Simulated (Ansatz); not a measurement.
## How far is PAW off for TiB₂?

```
Ti B
1.0
     3.02920    0.00000    0.00000
    -1.51460    2.62336    0.00000
     0.00000    0.00000    3.13155
Ti B
1 2
Direct
  0.00000 0.00000 0.00000
  0.33333 0.66667 0.50000
  0.66667 0.33333 0.50000
```

Atoms are numbered in the order listed.

Conventional cell: a = 3.029 Å, b = 3.029 Å, c = 3.132 Å, α = 90.00°, β = 90.00°, γ = 120.00°. Ti (atom 1) is surrounded by 12 B at 2.35 Å. Around B (atom 2) lie 3 B at 1.75 Å.

The cell is COD entry 2002799, as deposited and not checked against the literature; nothing was relaxed. The listed cell was then made from it by scaling, straining or moving an atom.

Methods: DFT, PBE, PAW with Ansatz's default frozen-core files, scalar-relativistic (Ansatz 0.2.0); DFT, PBE, all-electron LAPW, scalar-relativistic (Ansatz 0.2.0).

For PAW: a Γ-centred 15×15×13 k mesh, Fermi–Dirac smearing of 0.08 eV, cutoff 420 eV, no spin polarisation. LAPW targets a basis error of 1 meV/atom. The Ansatz runs share mesh, smearing and spin set-up. Plane-wave (PAW) pressures include the program's estimate of the Pulay term.

Stress and pressure are positive in compression.

PAW results:

```
       quantity    PAW
 pressure (GPa)   7.46
stress xx (GPa)   4.07
stress zz (GPa)  14.23
```

What does full-potential LAPW give for the same quantities?


| quantity | LAPW |
| --- | --- |
| pressure (GPa) | 7.46 |
| stress xx (GPa) | 4.06 |
| stress zz (GPa) | 14.27 |
